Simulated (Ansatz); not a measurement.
## Rh: phonons with PBEsol

Rh:

```
Rh
1.0
     2.69174    0.00000    0.00000
    -1.34587    2.33112    0.00000
     0.00000    0.00000    8.79807
Rh
4
Direct
  0.66667 0.33333 0.75000
  0.00000 0.00000 0.50000
  0.33333 0.66667 0.25000
  0.00000 0.00000 0.00000
```

This isn't the form of Rh at room conditions, which is fcc.

```yaml
Program: Ansatz 0.2.0
Task: phonons
Functional: PBEsol
Potentials_or_basis: Ansatz PAW
Cutoff: "420 eV (not typed: the program's choice for these potentials)"
k_mesh: 10 × 10 × 4
Occupations: fermi-dirac, width 0.05 eV
Spin: no spin polarisation
```

```
Band gap on the k mesh        : none (metal or under the smearing width)
Highest phonon frequency at Γ : 243 cm⁻¹
```

Levels at points of the mesh, in eV from the Fermi level:
```
             k point  band 30  band 31  band 32  band 33  band 34  band 35  band 36  band 37
  (0.00, 0.00, 0.00)    -2.67    -2.67    -1.46    -1.46    -0.87    -0.87    -0.37    -0.37
 (0.00, 0.00, -0.50)    -2.89    -1.22    -1.22    -1.15    -1.15    -1.15    -1.15     0.05
 (0.00, -0.50, 0.00)     0.52     0.52     0.57     0.63     0.80     0.80     0.84     1.14
(0.00, -0.50, -0.50)    -1.04    -0.13    -0.13     0.56     0.56     0.77     0.77     2.79
 (-0.50, 0.00, 0.00)     0.52     0.52     0.57     0.63     0.80     0.80     0.84     1.14
(-0.50, 0.00, -0.50)    -1.04    -0.13    -0.13     0.56     0.56     0.77     0.77     2.79
```

Phonon frequencies in cm⁻¹ (negative: imaginary):
| q point | frequencies |
| --- | --- |
| (0.000, 0.000, 0.000) | 0 0 0 93 93 112 112 135 135 186 193 243 |

Run time: 80 s on 2 threads of Arm Neoverse V1 (shared host), peak memory 0.99 GiB.
